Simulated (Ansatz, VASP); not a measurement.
## Two plane-wave programs on Cd2O3

File POSCAR:

```
Cd2O3
1.0
    3.7098359212      0.0000000000      0.0000000000
   -1.8549179606      3.2128121517      0.0000000000
    0.0000000000      0.0000000000      5.7719020805
Cd O
2 3
Direct
    0.3333333333      0.6666666667      0.2450000000
    0.6666666667      0.3333333333      0.7550000000
    0.0000000000      0.0000000000      0.0000000000
    0.3333333333      0.6666666667      0.6450000000
    0.6666666667      0.3333333333      0.3550000000
```

Contents of INCAR.step1:

```
PREC = Accurate
ENCUT = 520
ISMEAR = 0
SIGMA = 0.1
LREAL = False
LASPH = True
NELM = 100
NBANDS = 29
GGA = PE
ALGO = Normal
EDIFF = 1E-4
LWAVE = True
LCHARG = False
```

INCAR.step2

```
PREC = Accurate
ENCUT = 520
EDIFF = 1E-7
ISMEAR = 0
SIGMA = 0.1
LREAL = False
LASPH = True
NELM = 100
ALGO = Normal
ISIF = 2
LWAVE = False
LCHARG = False
METAGGA = R2SCAN
LMIXTAU = True
NBANDS = 29
ISTART = 1
```

File KPOINTS:

```
Automatic mesh
0
Gamma
  6 6 4
```

Input for Ansatz:

```yaml
crystal:
  lattice:
    - [3.7098359212, 0.0, 0.0]
    - [-1.8549179606, 3.2128121517, 0.0]
    - [0.0, 0.0, 5.7719020805]
  atoms:
    - { symbol: Cd, position: [0.3333333333, 0.6666666667, 0.245] }
    - { symbol: Cd, position: [0.6666666667, 0.3333333333, 0.755] }
    - { symbol: O, position: [0.0, 0.0, 0.0] }
    - { symbol: O, position: [0.3333333333, 0.6666666667, 0.645] }
    - { symbol: O, position: [0.6666666667, 0.3333333333, 0.355] }
basis:
  ecutwfc: 500
kpoints:
  mp_grid: { grid: [6, 6, 4] }
hamiltonian:
  xc: r2scan
scf:
  occupations: { method: gaussian, width: 0.1 }
  lower_state_search: "off"
output:
  forces: true
  stress: true
  eigenvalues: true
```

Alike in both runs: task single point; functional r2SCAN; k mesh 6 × 6 × 4; occupations gaussian, width 0.1 eV; no spin polarisation.

|  | VASP | Ansatz |
| --- | --- | --- |
| version | VASP 6.6.1 | Ansatz 0.2.0 |
| potentials or method | VASP PAW PBE potentials, release 64 (Cd, O) | scalar-relativistic, plane waves, PAW |
| plane-wave cutoff (eV) | 520 | 500 |
| valence electrons in the cell | 42 | 58 |

```tsv
	VASP	Ansatz	Ansatz less VASP
gap on the k mesh at the Fermi level (eV)	none	none	-
pressure (GPa)	-5.3	-6.6	-1.32
largest component of the traceless stress (GPa)	1.60	1.85	+0.247
rms of the force components (eV/Å)	0.196	0.177	-0.0189
```

Atom by atom the forces differ by 0.032 eV/Å (rms over components). A gap of «none» marks a metal or a gap that the smearing closes. The functional is the same, so the differences come from potentials, cutoffs and numerics. The two sets of potentials don't hold the same shells in valence.

Caveats: the PAW data sets were made with another functional, which shifts forces and pressure a little (VASP).
